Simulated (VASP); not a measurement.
The system is GaN.

```
Ga N
1.0
     0.00000    2.24755    2.24755
     2.24755    0.00000    2.24755
     2.24755    2.24755    0.00000
Ga N
1 1
Direct
  0.00000 0.00000 0.00000
  0.75000 0.75000 0.75000
```

The cell is a database's computed one.

Program: VASP 6.6.1. Alike in all runs: task band structure; no spin polarisation; cell as given; k mesh 10 × 10 × 10; cutoff (eV) 520; smearing gaussian 0.03 eV.

Order these runs on this cell by their pressure, lowest first.
A. level r2SCAN; potentials or basis VASP PAW PBE potentials, release 64 (Ga_d, N)
B. level PBE; potentials or basis VASP PAW PBE potentials, release 64 (Ga_d, N)
C. level LDA; potentials or basis VASP PAW LDA potentials, release 64 (Ga_d, N)

C (-4.1 GPa), A (1.5 GPa), B (6.6 GPa).

Caveats: the PAW data sets were made with another functional, which shifts forces and pressure a little (some runs).
